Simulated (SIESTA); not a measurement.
## CuI (Marshite) under changes of volume

One of the cells (28.417 Å³/atom); the others are scaled copies at fixed shape and fractional positions:

```
CELL_PARAMETERS angstrom
0.00000 3.05158 3.05158
3.05158 0.00000 3.05158
3.05158 3.05158 0.00000
ATOMIC_POSITIONS crystal
I 0.00000 0.00000 0.00000
Cu 0.75000 0.75000 0.75000
```

```yaml
Program: SIESTA 5.4.2
Functional: PBE
Potentials_or_basis: PseudoDojo 0.4 standard (PBE files)
Basis: DZP (energy shift 0.002 Ry)
Grid_cutoff: 800 Ry
Energy_shift: 0.002 Ry
k_mesh: 8 × 8 × 8
Occupations: fermi-dirac, width 0.05 eV
Spin: no spin polarisation
```

```tsv
volume (Å³/atom)	energy over the lowest point (meV/atom)	pressure (GPa)	gap on the mesh (eV)
26.188	40.17	4.9	2.26
26.745	25.22	3.7	2.17
27.302	?	?	?
28.417	1.85	0.9	1.94
28.974	0.00	0.2	1.87
29.531	0.46	-0.4	1.80
```

Q: What does the run at 27.302 Å³/atom give?

A: Energy over the lowest point 14.19 meV/atom; pressure 2.7 GPa; gap on the mesh 2.09 eV.

Worked out: A Birch-Murnaghan fit of order 3 (a polynomial in V^(-2/3)) to the other rows has its minimum at 29.13 Å³/atom with B0 = V·E''(V) = 35 GPa and B' = 5.3. It gives 14.13 meV/atom at 27.302 Å³/atom, against the run's 14.19, and -dE/dV = 2.7 GPa, against 2.7. A straight line through the other rows of the gap, of slope -3.81 eV per unit of ln V (its deformation potential), gives 2.10 eV, against the run's 2.09.

Energies are extrapolated to zero smearing.

Caveats: semicore shells carry a single zeta, which can move pressures by several GPa and volumes by a few percent; spin-orbit coupling is left out, which moves the levels of the heavy elements; the basis of atomic orbitals isn't converged, which shifts pressures, moduli and gaps.

A mesh can miss the band edges.
